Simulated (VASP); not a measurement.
# TiO2 (Anatase) (I4_1/amd) in VASP: further runs

Runs on TiO2 (Anatase). Level: PBE. Tasks: single point.

All numbers are computed with VASP 6.6.1; they aren't measurements. Logs are shortened: lines on timing, memory, paths and dates and some standing lists are left out, and cuts for length are marked.

**1. The crystal as given**

It takes space group I4_1/amd (No. 141, tetragonal). Conventional cell: a = 3.784 Å, b = 3.784 Å, c = 9.515 Å, α = 90.00°, β = 90.00°, γ = 90.00°. Ti (site symmetry -4m2) has 6 O at 1.93 to 1.98 Å as nearest neighbours. Around O (site symmetry 2mm) lie 3 Ti at 1.93 to 1.98 Å.

**2. Single point, PBE**

Contents of INCAR:

```
SYSTEM = TiO2
ADDGRID = .FALSE.
ALGO = Normal
EDIFF = 1E-7
ENCUT = 650
GGA = PE
ISIF = 2
ISMEAR = 0
LASPH = .TRUE.
LCHARG = .FALSE.
LREAL = .FALSE.
LWAVE = .FALSE.
NELM = 100
PREC = Accurate
SIGMA = 0.05
```

Contents of KPOINTS:

```
k-points
0
G
  5 5 5
  0 0 0
```

Contents of POSCAR:

```
TiO2
1.0
   -1.8921000000      1.8921000000      4.7573000000
    1.8921000000     -1.8921000000      4.7573000000
    1.8921000000      1.8921000000     -4.7573000000
Ti O
2 4
Direct
    0.7634100000      0.2505420000      0.5022120000
    0.0240310000     -0.0225460000     -0.0109780000
    0.8032660000      0.7916050000      0.0039110000
    0.5255800000      0.0234350000      0.4817660000
    0.9615640000      0.4693800000      0.5068500000
    0.1853180000      0.2146180000     -0.0384270000
```

Potentials or basis: VASP PAW PBE potentials, release 64 (Ti, O).

Run with:

```
$ cat potpaw_PBE.64/Ti/POTCAR potpaw_PBE.64/O/POTCAR > POTCAR
$ mpirun -np 1 vasp_std > vasp.out
```

OUTCAR:

```text
SYSTEM = TiO2
   EDIFF = 1E-7
   ENCUT = 650
   GGA = PE
   ISIF = 2
   ISMEAR = 0
   LASPH = .TRUE.
   LREAL = .FALSE.
   NELM = 100
   PREC = Accurate

 Found     63 irreducible k-points:

 Following reciprocal coordinates:
            Coordinates               Weight
  0.000000  0.000000  0.000000      1.000000
  0.200000 -0.000000  0.000000      2.000000
 -0.000000  0.200000  0.000000      2.000000
 -0.000000  0.200000 -0.200000      2.000000
  0.200000 -0.000000 -0.200000      2.000000
  0.400000  0.000000  0.000000      2.000000
   k-points           NKPTS =     63   k-points in BZ     NKDIM =     63   number of bands    NBANDS=     20
   number of dos      NEDOS =    301   number of ions     NIONS =      6
   total plane-waves  NPLWV = 110592
   dimension x,y,z NGX =    48 NGY =   48 NGZ =   48
   dimension x,y,z NGXF=    96 NGYF=   96 NGZF=   96
   ions per type =               2   4
   NGX,Y,Z   is equivalent  to a cutoff of  14.62, 14.62, 14.62 a.u.
   NGXF,Y,Z  is equivalent  to a cutoff of  29.24, 29.24, 29.24 a.u.
 SYSTEM =  TiO2
   PREC   = accura    normal or accurate (medium, high low for compatibility)
   ISTART =      0    job   : 0-new  1-cont  2-samecut
   ICHARG =      2    charge: 1-file 2-atom 10-const
   ISPIN  =      1    spin polarized calculation?
   LNONCOLLINEAR =      F non collinear calculations
   LSORBIT =      F    spin-orbit coupling
   LASPH  =      T    aspherical Exc in radial PAW
   ENCUT  =  650.0 eV  47.77 Ry    6.91 a.u.  11.35 11.35 11.35*2*pi/ulx,y,z
   NELM   =    100;   NELMIN=  2; NELMDL= -5     # of ELM steps
   EDIFF  = 0.1E-06   stopping-criterion for ELM
   LREAL  =      F    real-space projection
   EDIFFG = 0.1E-05   stopping-criterion for IOM
   NSW    =      0    number of steps for IOM
   IBRION =     -1    ionic relax: 0-MD 1-quasi-New 2-CG
   NFREE  =      0    steps in history (QN), initial steepest desc. (CG)
   ISIF   =      2    stress and relaxation
   ISYM   =      2    0-nonsym 1-usesym 2-fastsym
   POTIM  = 0.5000    time-step for ionic-motion
   TEBEG  =    0.0;   TEEND  =   0.0 temperature during run
   PSTRESS=    0.0 pullay stress
   NELECT =      32.0000    total number of electrons
   NUPDOWN=      -1.0000    fix difference up-down
   EMIN   =  10.00;   EMAX   =-10.00  energy-range for DOS
[... 5 lines left out ...]
     AMIX     =   0.40;   BMIX     =  1.00
     AMIX_MAG =   1.60;   BMIX_MAG =  1.00
  volume/ion in A,a.u.               =      11.35        76.62
  Fermi-wavevector in a.u.,A,eV,Ry     =   1.272590  2.404847 22.034444  1.619486
  Thomas-Fermi vector in A             =   2.405460
   LORBIT       =      0    0 simple, 1 ext, 2 COOP (PROOUT), +10 PAW based schemes
   GGA     = PE    functional components
   LHFCALC =     F    Hartree Fock is set to
   AEXX    =    0.0000 exact exchange contribution
   IVDW    =     0    specifies the selected vdW correction
   LEPSILON=     F    determine dielectric tensor
   LRPA    =     F    only Hartree local field effects (RPA)
 non-spin polarized calculation
 Gauss-broadening in eV      SIGMA  =   0.05
  energy-cutoff  :      650.00
  volume of cell :       68.13
 maximum number of plane-waves:      2580
 NGX is ok and might be reduce to    48
   NGX = 23   NGY = 23   NGZ = 23

 number of electron      32.0000001 magnetization

 Free energy of the ion-electron system (eV)
  ---------------------------------------------------
  ext. energy  EPLUGINS =         0.00000000
  ---------------------------------------------------
  free energy    TOTEN  =       -52.51482480 eV

  energy without entropy =      -52.51482480  energy(sigma->0) =      -52.51482480

 E-fermi :   1.0538     XC(G=0): -10.5282

 val. band max:        0.7779557470   @ k =   0.0000   0.0000  -0.4000
 cond. band min:       2.9949153801   @ k =   0.0000   0.0000   0.0000
 fundamental gap:      2.2169596332
 Fermi energy:         1.0538193498

 k-point     1 :       0.0000    0.0000    0.0000
  band No.  band energies     occupation
      1     -16.9515      2.00000
      2     -16.0563      2.00000
      3     -15.8457      2.00000
      4     -15.5318      2.00000
      5      -3.1895      2.00000
      6      -3.0614      2.00000
[... 12 lines left out ...]
     19       4.2121      0.00000
     20       4.4004      0.00000

 k-point     2 :       0.2000   -0.0000    0.0000
  band No.  band energies     occupation
      1     -16.7762      2.00000
      2     -15.9688      2.00000
      3     -15.7593      2.00000
      4     -15.5064      2.00000
      5      -3.3679      2.00000
      6      -3.1760      2.00000
[... 12 lines left out ...]
     19       3.9147      0.00000
     20       4.2914      0.00000

 k-point     3 :      -0.0000    0.2000    0.0000
  band No.  band energies     occupation
      1     -16.7707      2.00000
      2     -15.9982      2.00000
      3     -15.7923      2.00000
      4     -15.5024      2.00000
      5      -3.6325      2.00000
      6      -3.1097      2.00000
[... 12 lines left out ...]
     19       3.8942      0.00000
     20       4.1791      0.00000

 k-point     4 :      -0.0000    0.2000   -0.2000
  band No.  band energies     occupation
      1     -16.7703      2.00000
      2     -15.9708      2.00000
      3     -15.7638      2.00000
      4     -15.5066      2.00000
      5      -3.3731      2.00000
      6      -3.2083      2.00000
[... 12 lines left out ...]
     19       3.8913      0.00000
     20       4.2922      0.00000

 k-point     5 :       0.2000   -0.0000   -0.2000
  band No.  band energies     occupation
      1     -16.7738      2.00000
      2     -15.9970      2.00000
      3     -15.7895      2.00000
      4     -15.5031      2.00000
      5      -3.6157      2.00000
      6      -3.1398      2.00000
[... 12 lines left out ...]
     19       3.9327      0.00000
     20       4.1384      0.00000

 k-point     6 :       0.4000    0.0000    0.0000
  band No.  band energies     occupation
      1     -16.5063      2.00000
      2     -15.7877      2.00000
      3     -15.6455      2.00000
      4     -15.4271      2.00000
      5      -3.9060      2.00000
      6      -3.3883      2.00000
[... 12 lines left out ...]
     19       4.2649      0.00000
     20       4.5767      0.00000

 [... further k-points ...]
[... 5 lines left out ...]
  --------------------------------------------------------------------------------------
  -------------------------------------------------------------------------------------
  Total        5.5411917      7.8155492      1.3491800      0.1868355      0.3639038      0.4075138
  in kB      130.3181951    183.8067181     31.7301250      4.3940128      8.5583187      9.5839429
  external PRESSURE =     115.2850128 kB  Pullay stress =       0.0000000 kB

 VOLUME and BASIS-vectors are now :
 -----------------------------------------------------------------------------
  energy-cutoff  :      650.00
  volume of cell :       68.13
      direct lattice vectors                 reciprocal lattice vectors
    -1.892100000  1.892100000  4.757300000     0.000000000  0.264256646  0.105101633
     1.892100000 -1.892100000  4.757300000     0.264256646  0.000000000  0.105101633
     1.892100000  1.892100000 -4.757300000     0.264256646  0.264256646  0.000000000

 POSITION                                       TOTAL-FORCE (eV/Angst)
 -----------------------------------------------------------------------------------
     -0.02016      1.92063      2.43450         0.093475     -1.692113      0.030365
      3.67530      0.06736      0.05929         1.314175     -0.985266     -0.406380
     -0.01466      0.02946      7.56867         0.151692     -0.551670     -0.021586
     -0.03856      1.86166      0.31992         0.273593      0.589224      1.250444
      0.02775      1.89027      4.39619        -1.812587     -0.239375      0.135231
      1.87483      1.76395     -2.67188        -0.020348      2.879200     -0.988075
 -----------------------------------------------------------------------------------
    total drift:                               -0.000025      0.000233     -0.000155

  FREE ENERGIE OF THE ION-ELECTRON SYSTEM (eV)
  ---------------------------------------------------
  free  energy   TOTEN  =       -52.5148247967 eV

  energy  without entropy=      -52.5148247967  energy(sigma->0) =      -52.51482480
```

Run time: 3 min. Hardware: 1 thread of Intel Xeon Platinum 8488C (Sapphire Rapids), shared host; peak memory 0.36 GiB.

These settings aren't checked as converged: the numbers below hold their error.

Results:

- Free energy: -52.5148 eV
- Pressure: 11.5 GPa
- Largest force: 3.044 eV/Å
- Band gap on the k mesh: 2.22 eV, indirect (least direct gap 2.63 eV)

Caveat: the k mesh is coarse (spacing up to 0.47 Å⁻¹), so the values aren't converged; an odd mesh through Γ misses points on the zone boundary, where band edges often lie.

**3. Single point, PBE**

Changes to INCAR since step 2:

```diff
@@ -4,3 +4,3 @@
 EDIFF = 1E-7
-ENCUT = 650
+ENCUT = 460
 GGA = PE
```

Contents of KPOINTS:

```
k-points
0
G
  6 6 6
  0 0 0
```

Contents of POSCAR:

```
TiO2
1.0
   -1.8921000000      1.8921000000      4.7573000000
    1.8921000000     -1.8921000000      4.7573000000
    1.8921000000      1.8921000000     -4.7573000000
Ti O
2 4
Direct
    0.7500000000      0.2500000000      0.5000000000
    0.0000000000      0.0000000000      0.0000000000
    0.7919000000      0.7919000000      0.0000000000
    0.5419000000      0.0419000000      0.5000000000
    0.9581000000      0.4581000000      0.5000000000
    0.2081000000      0.2081000000      0.0000000000
```

Potentials or basis: VASP PAW PBE potentials, release 64 (Ti, O).

Run with:

```
$ cat potpaw_PBE.64/Ti/POTCAR potpaw_PBE.64/O/POTCAR > POTCAR
$ mpirun -np 1 vasp_std > vasp.out
```

Run time: 53 s. Hardware: 1 thread of Intel Xeon Platinum 8488C (Sapphire Rapids), shared host; peak memory 0.24 GiB.

The run converged, but some of its settings lie outside the range that counts as converged, so its numbers aren't taken as properties of the crystal.

What came out:

```
Free energy            : -52.9286 eV
Pressure               : 7.6 GPa
Largest force          : 0.166 eV/Å
Band gap on the k mesh : 1.99 eV, indirect (least direct gap 2.27 eV)
```

Caveat: the cutoff is under 1.25 times the usual one of these potentials, so pressure, stress and relaxed cells hold a basis-set (Pulay) error.

**4. The reference run**

An earlier run on the cell as given: functional PBEsol; potentials or basis VASP PAW PBE potentials, release 64 (Ti_sv, O); cutoff 520 eV; k mesh 10 × 10 × 10; occupations fermi-dirac, width 0.05 eV; no spin polarisation.

- Pressure: -0.4 GPa
- Largest force: 0.012 eV/Å
- Band gap on the k mesh: 2.06 eV, indirect (least direct gap 2.40 eV)
